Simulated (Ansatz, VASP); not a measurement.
## InP: VASP beside Ansatz

INCAR

```
PREC = Accurate
ENCUT = 520
EDIFF = 1E-7
ISMEAR = 0
SIGMA = 0.01
LREAL = F
LASPH = T
NELM = 100
ALGO = Normal
ISIF = 2
LWAVE = F
LCHARG = T
GGA = PS
LELF = T
LVHAR = T
NBANDS = 16
```

File KPOINTS:

```
Automatic mesh
0
Gamma
  4 4 4
```

Contents of POSCAR:

```
InP
1.0
    0.0000000000      2.9305000000      2.9305000000
    2.9305000000      0.0000000000      2.9305000000
    2.9305000000      2.9305000000      0.0000000000
In P
1 1
Direct
    0.0000000000      0.0000000000      0.0000000000
    0.2500000000      0.2500000000      0.2500000000
```

Input for Ansatz:

```yaml
crystal:
  lattice:
    - [0.0, 2.9305, 2.9305]
    - [2.9305, 0.0, 2.9305]
    - [2.9305, 2.9305, 0.0]
  atoms:
    - { symbol: In, position: [0.0, 0.0, 0.0] }
    - { symbol: P, position: [0.25, 0.25, 0.25] }
basis:
  ecutwfc: 450.0
kpoints:
  mp_grid:
    grid: [4, 4, 4]
    shift: [0.0, 0.0, 0.0]
hamiltonian:
  xc: pbesol
scf:
  occupations:
    method: fixed
output:
  eigenvalues: true
```

Alike in both runs: task single point; functional PBEsol; k mesh 4 × 4 × 4; no spin polarisation.

|  | VASP | Ansatz |
| --- | --- | --- |
| version | VASP 6.6.1 | Ansatz 0.2.0 |
| potentials or method | VASP PAW PBE potentials, release 64 (In_d, P) | plane waves, PAW |
| plane-wave cutoff (eV) | 520 | 450 |
| occupations | gaussian, width 0.01 eV | fixed |
| valence electrons in the cell | 18 | 18 |

|  | VASP | Ansatz | Ansatz less VASP |
| --- | --- | --- | --- |
| gap on the k mesh at the Fermi level (eV) | 0.60 | 0.60 | +0.002 |

Caveats: the k mesh is coarse (spacing up to 0.46 Å⁻¹), so the values aren't converged; spin-orbit coupling is left out, which moves the levels of the heavy elements. Expect the measured gap to be larger: semilocal functionals such as PBEsol lack the derivative discontinuity.
